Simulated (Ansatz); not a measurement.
# Si7Ge: a shear that moves c along a

The task here is to estimate one member of a computed series from the others.

Method: DFT PBEsol, scalar-relativistic, plane waves, PAW, in Ansatz 0.2.0.

2 further runs of the same task are left out: 2 set aside as unsound or not needed.

### The system as given

The structure is cubic, space group P-43m (No. 215). The conventional cell has a = 5.459 Å, b = 5.459 Å, c = 5.459 Å, α = 90.00°, β = 90.00°, γ = 90.00°. Si (site symmetry 3m) is surrounded by 3 Si at 2.36 Å and 1 Ge at 2.39 Å. Around Si (site symmetry -42m) lie 4 Si at 2.36 Å. Ge (site symmetry -43m) is surrounded by 4 Si at 2.39 Å.

Coordinates:

```cif
data_structure
_symmetry_space_group_name_H-M 'P-43m'
_symmetry_Int_Tables_number 215
_cell_length_a 5.4592
_cell_length_b 5.4592
_cell_length_c 5.4592
_cell_angle_alpha 90.000
_cell_angle_beta 90.000
_cell_angle_gamma 90.000
_cell_volume 162.70
loop_
_atom_site_label
_atom_site_type_symbol
_atom_site_symmetry_multiplicity
_atom_site_Wyckoff_symbol
_atom_site_fract_x
_atom_site_fract_y
_atom_site_fract_z
_atom_site_occupancy
Si1 Si 4 e 0.25260 0.25260 0.25260 1
Si2 Si 3 c 0.00000 0.50000 0.50000 1
Ge1 Ge 1 a 0.00000 0.00000 0.00000 1
```

It goes back to an entry of the Materials Project, which need not be the stable form.

This cell was relaxed beforehand with the same method: volume 20.34 Å³/atom, gap on the mesh 0.28 eV.

The unstrained cell comes from an earlier run at this level (8 atoms, E(σ→0) -8603.9063 eV, gap 0.28 eV over the zone).

Set-up of the first run:

input.yaml reads:

```yaml
crystal:
  lattice:
    - [5.45917681, 0.0, 0.0]
    - [0.0, 5.45917681, 0.0]
    - [0.1091835362, 0.0, 5.45917681]
  atoms:
    - { symbol: Si, position: [0.2525976818, 0.2525976818, 0.2525976818] }
    - { symbol: Si, position: [0.0, 0.5, 0.5] }
    - { symbol: Si, position: [0.5, 0.5, 0.0] }
    - { symbol: Si, position: [0.5, 0.0, 0.5] }
    - { symbol: Si, position: [0.7474023182, 0.2525976818, 0.7474023182] }
    - { symbol: Si, position: [0.7474023182, 0.7474023182, 0.2525976818] }
    - { symbol: Si, position: [0.2525976818, 0.7474023182, 0.7474023182] }
    - { symbol: Ge, position: [0.0, 0.0, 0.0] }
basis:
  ecutwfc: 420
kpoints:
  mp_grid: { grid: [8, 8, 8] }
hamiltonian:
  xc: pbesol
scf:
  occupations: { method: gaussian, width: 0.01 }
output:
  forces: true
  stress: true
  eigenvalues: true
  write_density: true
  write_potential: true
  elf: true
  volumetric_format: npy
relax:
  adjacent_minimum: "off"
  f_tol: 0.008
  max_steps: 40
```

Run with:

```
ansatz run input.yaml --threads 2 --pin off --max-ram 5120MiB --backend cpu --events-out ev --progress --plain --runs-dir out
```

Steps of the session up to this table: Strain +2.0 %; Band edges over the zone at +2.0 %; At +4.0 %; Band edges over the zone at +4.0 %; The cell strained by +6.0 %; At +8.0 %; Strain +12.0 %.

One of the session's tables, all rows but one given; the rest of the session is left out.

Lengths are those of the vectors of the cell that was run; stresses in GPa:

```
strain (%)  ΔE (meV/atom)  c (Å)
      +0.0            0.0  5.459
      +2.0            1.8  5.460
      +4.0            7.4  5.464
      +6.0           16.4  5.469
      +8.0              ?      ?
     +12.0           62.8  5.498
```

**Question.** Estimate the row for strain (%) = +8.0.

Worked estimate for «ΔE (meV/atom)». A straight line through the neighbours (6.0, 16.4) and (12.0, 62.8) gives 16.4 + (62.8 − 16.4) × (8.0 − 6.0) / (12.0 − 6.0) = 31.9; a parabola fitted to 3 rows on both sides gives 28.6.

The run gave: ΔE (meV/atom): 28.9; c (Å): 5.477. In «ΔE (meV/atom)» the line misses by +3.0 and the parabola by -0.3.

ΔE is over the unstrained cell. Stress in GPa, positive in compression, on the Cartesian axes of the input.

To keep in mind: Warnings in the runs' records: stress scf threshold loose.
